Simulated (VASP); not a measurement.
CdO (Monteponite):

```
CELL_PARAMETERS angstrom
0.00000 2.34950 2.34950
2.34950 0.00000 2.34950
2.34950 2.34950 0.00000
ATOMIC_POSITIONS crystal
Cd 0.00000 0.00000 0.00000
O 0.50000 0.50000 0.50000
```

```yaml
Program: VASP 6.6.1
Task: relaxation of cell and atoms
Functional: BLYP
Potentials_or_basis: VASP PAW PBE potentials, release 64 (Cd, O)
Cutoff: 600 eV
k_mesh: 10 × 10 × 10
Occupations: fermi-dirac, width 0.05 eV
Spin: no spin polarisation
```

At the start: pressure 13.3 GPa; volume 12.97 Å³/atom.

Q: How do energy, volume and symmetry change on relaxing?

A: Over 3 steps the energy falls by 48.3 meV/atom and the volume is 14.24 Å³/atom (+9.8 %); space group Fm-3m (No. 225, to 0.05 Å).

The path:
| step | energy change (eV) | largest force (eV/Å) | pressure (GPa) | volume (Å³) |
| --- | --- | --- | --- | --- |
| 1 | 0.0000 | 0.0000 | 13.33 | 25.94 |
| 2 | -0.0639 | 0.0000 | -5.79 | 30.20 |
| 3 | -0.0966 | 0.0000 | -0.07 | 28.49 |

Final structure:
```
Cd O
1.0
     0.00000    2.42405    2.42405
     2.42405    0.00000    2.42405
     2.42405    2.42405    0.00000
Cd O
1 1
Direct
  0.00000 0.00000 0.00000
  0.50000 0.50000 0.50000
```

Caveat: the PAW data sets were made with another functional, which shifts forces and pressure a little.
